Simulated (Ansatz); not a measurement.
GeTe:
```
CELL_PARAMETERS angstrom
      2.09363     1.20876     3.69112
     -2.09363     1.20876     3.69112
      0.00000    -2.41752     3.69112
ATOMIC_POSITIONS crystal
  Ge 0.23163 0.23163 0.23163
  Te 0.76837 0.76837 0.76837
```

This is the r²SCAN-relaxed structure. x, y and z are the axes in which the lattice vectors are written.

Problem. All from DFT-r²SCAN in the program Ansatz with PAW potentials, unless another level is named. Estimate the piezoelectric stress constants (proper, relaxed ions, C/m²).

Solution. e15 = e24 = -1.96, e16 = e21 = -0.72, e22 = 0.72, e31 = e32 = 0.24, e33 = -1.45.

Problem. Give the Debye temperature from the elastic constants.

Solution. 217 K.

Space group R3m. The cell was relaxed with r²SCAN under the symmetry of its start; of distortions, only those at the zone centre were tested. Scalar-relativistic: spin–orbit coupling is off unless named, which matters more the heavier the elements.

Potentials: the later of the program's two PAW sets.
